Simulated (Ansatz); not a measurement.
**BN: moving N off its site**

BN, Fmm2, a = 2.508 Å, b = 6.679 Å, c = 4.338 Å. This isn't the usual stable structure of the compound. Ansatz: PBE+D3(BJ), PAW, 420 eV, Γ-centred 6×6×6 mesh on 8 atoms, Gaussian smearing 0.05 eV; no spin polarisation.

```xyz
8
Lattice="0.0000 0.0000 4.3377 2.5077 3.3395 2.1688 -2.5077 3.3395 2.1688" Properties=species:S:1:pos:R:3 pbc="T T T"
B     1.2538    3.3395    4.3381
B    -1.2538    3.3395    4.3381
B     0.0000    3.3395    2.1693
B     2.5077    3.3395    2.1693
N     1.2538    3.3395    2.8915
N    -1.2538    3.3395    2.8915
N     0.0000    3.3395    5.0603
N     0.0000    0.0000    2.8915
```

Atom 5 (N) moves by x along the unit vector (0.707, 0.707, 0.000), with its periodic images; all else is held. y is the free energy of the cell over the start, F the force along the path summed over the moved atoms. Symmetry makes y even in x.

```
  x (Å) y (meV) F (eV/Å)
-0.2000    610.8      6.03
-0.0667        ?         ?
 0.0000      0.0      0.00
 0.0333     17.1     -1.03
 0.1000    154.2     -3.07
 0.1333    273.3     -4.08
 0.1667    426.1     -5.07
```

**Question.** Fit y = c2 x² + c4 x⁴ to the energies of the other rows, give the force constant, and predict energy and force of the missing row.

**Answer.** Least squares on the rows shown. y = 15472 x² − 5028.1 x⁴. The force constant is 2 c2 = 30.9 eV/Å² (for all images moving together, not for a lone atom). The force −dy/dx at the missing row is 2.06 eV/Å (computed 2.06). At x = -0.0667 the fit asked for gives 68.7 meV. The run gave 68.7 meV, the same to the digits shown.

Cost: 7 runs of about 1.7 core-minutes in all, on Intel Xeon Platinum 8259CL (Skylake/Cascade Lake) (shared hosts).